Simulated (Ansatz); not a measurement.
# Si/NiSi2: a contact from a semiconductor to a metal, part 4 of 5

Aim: where the metal's Fermi level sits in the semiconductor's gap in Si/NiSi2, and what the stack passes. The semiconductor is Si diamond(111), undoped, with its far face capped by hydrogen, and the metal is NiSi2 fluorite(111), in direct contact. After relaxation the nearest pair at the metal is Si–Si at 2.35 Å, along the normal. The common net has a side of 3.868 Å, which strains the semiconductor by +0.0 % and the metal by +0.7 %, against typed lattice constants near PBE's. The first steps treat the bulk crystals alone.

Ansatz 0.2.0; PBE DFT, plane waves, PAW files (the session's first sound run).

So far. Step 4 (Relaxation): The largest force component on a free atom ends at 0.0049 eV/Å. At one or more of this run's solves the program warned of density in the dipole ramp over its bound, where dipole, forces and levels can be off. Step 5 (T(E) from the semiconductor into the metal, atomic …): The semiconductor's channels close between -0.30 and +0.35 eV. In the worse lead the potential repeats within 8.3 meV, which the program lets pass.

### Step 6. T(E) from the semiconductor into the metal, atomic planes in the barrier 10, gap between the electrodes 18.15 Å

Level of this step: PBE DFT, plane waves, PAW files; ballistic transmission by layer matching between semi-infinite leads (Ansatz).

System of this step: Si/NiSi2. The cell holds 57 atoms: 47 Si, 9 Ni and 1 H. Its edges and angles: a = 3.868 Å, b = 3.868 Å, c = 102.667 Å, α = 90.0°, β = 90.0°, γ = 120.0°. Regions: left electrode, 20 atoms (20 Si); barrier, 10 atoms (10 Si); right electrode, 26 atoms (17 Si and 9 Ni). Vacuum lies along c.

More semiconductor under the metal, by copies of a relaxed pair of planes.

The input, input.yaml:

```yaml
crystal:
  lattice:
    - [3.868, 0.0, 0.0]
    - [-1.934, 3.3497862618, 0.0]
    - [0.0, 0.0, 102.6670681805]
  atoms:
    - { symbol: Si, position: [0.66666667, 0.33333333, 0.1509734355] }
    - { symbol: Si, position: [0.0, 0.0, 0.1586634233] }
    - { symbol: Si, position: [0.0, 0.0, 0.1817333868] }
    - { symbol: Si, position: [0.33333333, 0.66666667, 0.1894233746] }
    - { symbol: Si, position: [0.33333333, 0.66666667, 0.212493338] }
    - { symbol: Si, position: [0.66666667, 0.33333333, 0.2201833258] }
    - { symbol: Si, position: [0.66666667, 0.33333333, 0.2432532892] }
    - { symbol: Si, position: [0.0, 0.0, 0.2509432771] }
    - { symbol: Si, position: [0.0, 0.0, 0.2740132405] }
    - { symbol: Si, position: [0.33333333, 0.66666667, 0.2817032283] }
    - { symbol: Si, position: [0.33333333, 0.66666667, 0.3047731917] }
    - { symbol: Si, position: [0.66666667, 0.33333333, 0.3124631795] }
    - { symbol: Si, position: [0.66666667, 0.33333333, 0.3355331429] }
    - { symbol: Si, position: [0.0, 0.0, 0.3432231308] }
    - { symbol: Si, position: [0.0, 0.0, 0.3662930942] }
    - { symbol: Si, position: [0.33333333, 0.66666667, 0.373983082] }
    - { symbol: Si, position: [0.33333333, 0.66666667, 0.3970530454] }
    - { symbol: Si, position: [0.66666667, 0.33333333, 0.4047430332] }
    - { symbol: Si, position: [0.66666667, 0.33333333, 0.4278040467] }
    - { symbol: Si, position: [0.0, 0.0, 0.4354918992] }
    - { symbol: Si, position: [0.0, 0.0, 0.458559331] }
    - { symbol: Si, position: [0.33333333, 0.66666667, 0.4662488785] }
    - { symbol: Si, position: [0.33333333, 0.66666667, 0.4893229752] }
    - { symbol: Si, position: [0.66666667, 0.33333333, 0.4970170503] }
    - { symbol: Si, position: [0.66666667, 0.33333333, 0.5201161023] }
    - { symbol: Si, position: [0.0, 0.0, 0.5278101773] }
    - { symbol: Si, position: [0.0, 0.0, 0.5509092293] }
    - { symbol: Si, position: [0.33333333, 0.66666667, 0.5586033044] }
    - { symbol: Si, position: [0.33333333, 0.66666667, 0.5817023564] }
    - { symbol: Si, position: [0.66666667, 0.33333333, 0.5893527508] }
    - { symbol: Si, position: [0.66666667, 0.33333333, 0.6122671949] }
    - { symbol: Ni, position: [0.0, 0.0, 0.6203018071] }
    - { symbol: Si, position: [0.33333333, 0.66666667, 0.6261189855] }
    - { symbol: Si, position: [0.0, 0.0, 0.6414216201] }
    - { symbol: Ni, position: [0.33333333, 0.66666667, 0.6490947424] }
    - { symbol: Si, position: [0.66666667, 0.33333333, 0.6567678647] }
    - { symbol: Si, position: [0.33333333, 0.66666667, 0.6720704993] }
    - { symbol: Ni, position: [0.66666667, 0.33333333, 0.6797436216] }
    - { symbol: Si, position: [0.0, 0.0, 0.6874167439] }
    - { symbol: Si, position: [0.66666667, 0.33333333, 0.7027193785] }
    - { symbol: Ni, position: [0.0, 0.0, 0.7103925008] }
    - { symbol: Si, position: [0.33333333, 0.66666667, 0.7180656231] }
    - { symbol: Si, position: [0.0, 0.0, 0.7333682578] }
    - { symbol: Ni, position: [0.33333333, 0.66666667, 0.74104138] }
    - { symbol: Si, position: [0.66666667, 0.33333333, 0.7487145023] }
    - { symbol: Si, position: [0.33333333, 0.66666667, 0.764017137] }
    - { symbol: Ni, position: [0.66666667, 0.33333333, 0.7716902593] }
    - { symbol: Si, position: [0.0, 0.0, 0.7793633816] }
    - { symbol: Si, position: [0.66666667, 0.33333333, 0.7946660162] }
    - { symbol: Ni, position: [0.0, 0.0, 0.8023391385] }
    - { symbol: Si, position: [0.33333333, 0.66666667, 0.8100122608] }
    - { symbol: Si, position: [0.0, 0.0, 0.8253148954] }
    - { symbol: Ni, position: [0.33333333, 0.66666667, 0.8329880177] }
    - { symbol: Si, position: [0.66666667, 0.33333333, 0.84066114] }
    - { symbol: Si, position: [0.33333333, 0.66666667, 0.8559637746] }
    - { symbol: Ni, position: [0.66666667, 0.33333333, 0.8636368969] }
    - { symbol: H, position: [0.66666667, 0.33333333, 0.1363631031] }
kpoints:
  mp_grid: { grid: [8, 8, 1] }
scf:
  occupations: { method: fermi_dirac, width: 0.1 }
  max_iter: 150
hamiltonian:
  xc: pbe
efield:
  axis: 3
  dipole_correction: true
output:
  transmission:
    kmesh: [12, 12]
    e_range: [-2.5, 2.5]
    de: 0.05
    leads: [[8, 10], [42, 45]]
  dos: { projected: true, e_range: [-6, 5], de: 0.05 }
  write_potential: true
  write_density: true
  volumetric_format: npy
```

The run is started by

```
> ansatz run input.yaml --threads 8 --pin off --max-ram 24576MiB --backend cpu --events-out ev --progress --plain --runs-dir out
```

Numbers of over 12 decimals in the logs are rounded to 6 here.

Output:

```text
[...]
Crystal: 57 atoms, lattice volume = 1330.254 Å³
Basis set: ecut = 420 eV, 26227 PW (Γ)
Bands: 233, of which v1, the nominal top of the filled ones, is band 176 counted from 1 (175 counted from 0)
Symmetry: 6 space group operations
[...]
k-points: 10 of 64 (time reversal used)
[...]
SCF iter   1: F=—  HF=-82464.086124 eV  |F-HF|=—  |Δ(HF+E_count)|=         —  Δρ=8.30e-3  dr2=1.44e1  ethr=1.77e-3  p=-0.013 e·Å  D=-1.76e-3 V/Å  ΔV_dip=0.18 eV  dr2_dipole=2.82e0  V_vac-E_F(+/−)=3.69/3.51 eV  ⟨swp⟩=10.0  Hψ=13072  notcnv=0  defer=62
[...]
SCF iter  15: F=-82463.951828 eV  HF=-82463.951828 eV  |F-HF|=1.55e-8  |Δ(HF+E_count)|=   1.77e-7  Δρ=1.20e-6  dr2=6.75e-8  ethr=2.85e-11  p=0.020 e·Å  D=2.72e-3 V/Å  ΔV_dip=-0.28 eV  dr2_dipole=9.96e-10  V_vac-E_F(+/−)=4.07/4.35 eV  ⟨swp⟩=17.3  Hψ=8508  notcnv=0
SCF 1 converged in 15 iterations: F = -82463.951828 eV  dr2 = 6.75e-8
[...]
transmission: 137 of 1311 steps passed
transmission: 265 of 1311 steps passed
[...]
transmission: 1311 of 1311 steps passed
[...]
SCF converged after 15 iterations
Free energy (F): -82463.951828 eV
[...]
Internal energy: -82463.668767 eV  (E = F + TS)
E sigma→0 (E₀):  -82463.810297 eV
Entropy (-TS):   -0.283062 eV (-4.966 meV/atom)
Fermi energy:    5.124693 eV
Dipole field:    D = 0.002736 V/Å  (p = 0.020113 e·Å, saw-weighted, corrected)
Work function:   Φ+ = 4.0642 eV   Φ− = 4.3451 eV
[...]
--- Band table (eV; the first three rows and the last of 10) ---
  k-point 0: bands = [... 172 lower, 5.8276, 5.9940, 6.2591, 6.2591, 6.2880, 6.2929, 6.3147, 6.3328, ... 53 higher]
  k-point 1: bands = [... 172 lower, 5.4906, 5.6899, 5.7499, 5.8408, 5.8797, 6.0124, 6.1172, 6.3009, ... 53 higher]
  k-point 2: bands = [... 172 lower, 4.8259, 4.8350, 5.0677, 5.1290, 5.1473, 5.3312, 5.5138, 5.7283, ... 53 higher]
  k-point 9: bands = [... 172 lower, 3.3967, 3.6380, 4.1773, 4.2235, 4.7843, 5.5259, 5.7926, 5.9674, ... 53 higher]
--- Transmission ---
  basis      : 121 plane waves across, 69 finite elements along
  points     : 19, standing for a mesh of 12 x 12
[...]
channels       : 0.000000e0 a spin
[...]
slowest decay  : 0.0808 /Å at (0.0000, 0.0000)
[...]
channels       : 1.076389e0 a spin
[...]
slowest decay  : 0.0373 /Å at (0.3333, 0.1667)
  junction   : crystal 0 to crystal 1, 39.18 to 74.51 Å
    transmission   : 0.000000e0 a spin
[...]
```

Elapsed: 5.7 min, on 8 threads of Arm Neoverse V1, shared host; peak memory 11 GiB; 42 min of CPU time.

This step gave:

| Property | Result |
| --- | --- |
| free energy | -82463.9518 eV |
| Fermi energy | 5.125 eV |
| potential step in the lower lead | 1.7 meV |
| potential step in the upper lead | 8.2 meV |
| work function, upper face | 4.064 eV |
| dipole moment | 0.02011 e·Å |
| dipole field | 0.002736 V/Å |

One spin. The transmission, zone mean by energy, zero at the Fermi level:

```tsv
energy (eV)	transmission, zone mean
-2.400	0.919
-2.200	1.03
-2.100	1.05
-2.000	1.03
-1.800	0.871
-1.600	0.719
-1.400	0.538
-1.200	0.372
-1.000	0.260
-0.800	0.176
-0.600	0.0803
-0.400	0.00897
-0.200	0
0.000	0
0.200	0
0.400	0.0155
0.600	0.0915
0.800	0.204
1.000	0.398
1.200	0.490
1.400	0.626
1.450	0.717
1.600	0.482
1.800	0.354
2.000	0.642
2.200	1.35
2.300	1.40
2.400	1.32
```

One spin. The open channels, zone mean by energy, zero at the Fermi level:

```tsv
energy (eV)	lower lead	upper lead
-2.400	1.76	1.76
-2.200	1.55	1.76
-2.000	1.59	1.80
-1.800	1.30	1.84
-1.600	1.30	1.63
-1.400	0.938	1.51
-1.200	0.604	1.40
-1.000	0.562	1.02
-0.800	0.312	1.02
-0.600	0.146	0.854
-0.400	0.0625	0.806
-0.200	0	0.993
0.000	0	1.08
0.200	0	1.16
0.400	0.0417	1.41
0.600	0.208	1.59
0.800	0.417	1.72
1.000	0.667	2.01
1.200	0.861	2.01
1.400	1.19	1.59
1.600	1.40	0.903
1.800	1.99	0.562
2.000	2.19	1.45
2.200	2.28	2.78
2.400	1.95	2.93
```

Projected DOS an atom over height of the atomic layer and energy from the Fermi level. Layers: H Si Si Si Si Si Si Si Si Si Si Si Si Si Si Si Si Si Si Si Si Si Si Si Si Si Si Si Si Si Si Si Ni Si Si Ni Si Si Ni Si Si Ni Si Si Ni Si Si Ni Si Si Ni Si Si Ni Si Si Ni; projections on atoms miss part of the total, and the computed bands can run out at the top of the range; a column is the mean of 4 neighbouring layers, the last of those left over.

Values in states/eV, 22 rows by 15 columns, each cell a mean:
```
0.03 0.03 0.03 0.03 0.03 0.03 0.03 0.04 0.02 0.02 0.02 0.02 0.03 0.03 0.01
0.19 0.19 0.19 0.18 0.19 0.19 0.19 0.22 0.16 0.18 0.18 0.15 0.17 0.20 0.09
0.39 0.43 0.43 0.44 0.42 0.43 0.44 0.42 0.31 0.34 0.33 0.28 0.33 0.33 0.17
0.58 0.66 0.71 0.70 0.71 0.70 0.67 0.60 0.34 0.36 0.37 0.32 0.40 0.38 0.17
0.44 0.49 0.46 0.47 0.47 0.47 0.52 0.55 0.41 0.47 0.44 0.39 0.45 0.35 0.22
0.50 0.59 0.59 0.58 0.58 0.58 0.56 0.55 0.38 0.49 0.52 0.47 0.45 0.38 0.33
0.40 0.64 0.62 0.62 0.62 0.63 0.60 0.45 0.26 0.25 0.27 0.27 0.35 0.47 0.58
0.17 0.30 0.29 0.29 0.29 0.29 0.30 0.33 0.36 0.42 0.37 0.32 0.37 0.48 0.51
0.06 0.14 0.15 0.15 0.15 0.15 0.15 0.18 0.31 0.41 0.44 0.41 0.42 0.39 0.35
0.00 0.01 0.01 0.01 0.01 0.01 0.01 0.11 0.23 0.33 0.32 0.33 0.34 0.38 0.57
0.01 0.02 0.02 0.02 0.02 0.02 0.03 0.14 0.20 0.22 0.22 0.24 0.20 0.24 0.73
0.08 0.13 0.14 0.14 0.14 0.14 0.14 0.25 0.31 0.20 0.19 0.19 0.19 0.28 1.49
0.22 0.33 0.32 0.32 0.32 0.33 0.32 0.31 0.37 0.32 0.32 0.32 0.34 0.30 3.56
0.45 0.64 0.62 0.61 0.62 0.62 0.63 0.55 0.75 0.52 0.51 0.60 0.48 0.44 6.27
0.58 0.68 0.68 0.69 0.69 0.68 0.69 0.63 1.00 0.61 0.63 0.90 0.62 0.62 3.02
0.59 0.73 0.74 0.74 0.74 0.73 0.75 0.64 2.14 0.85 0.83 1.44 0.88 1.16 1.72
0.51 0.60 0.59 0.59 0.59 0.59 0.58 0.61 2.29 1.50 1.51 2.79 1.43 1.38 0.58
0.45 0.60 0.58 0.59 0.60 0.59 0.59 0.56 0.97 0.76 0.75 1.19 0.82 1.08 0.52
0.61 0.48 0.52 0.51 0.50 0.51 0.49 0.42 0.96 0.77 0.72 0.99 0.71 0.83 0.33
0.10 0.15 0.14 0.14 0.14 0.14 0.15 0.26 1.13 1.02 1.05 1.29 1.02 0.83 0.13
0.10 0.15 0.15 0.15 0.15 0.15 0.15 0.22 0.52 0.55 0.55 0.61 0.57 0.44 0.08
0.15 0.21 0.20 0.21 0.20 0.21 0.20 0.23 0.31 0.33 0.34 0.33 0.34 0.28 0.06
```
Columns: height of the atomic layer (Å) from 16.1 to 88.7 (not evenly spaced); rows upwards: energy from the Fermi level (eV) from -6 to 5.

The semiconductor's channels close between -0.30 and +0.35 eV. In the worse lead the potential repeats within 8.2 meV, which the program lets pass.

[end of part 4 of 5]

[Logs are printed without paths, hosts, clocks, repeated set-up lines and the standing remarks that a program may print on its own settings, such as how far it seeks lower states.]

[Hosts, paths, dates, database ids (printed as entryN), source tags and the programs' standing remarks are cut or masked in the printed files.]
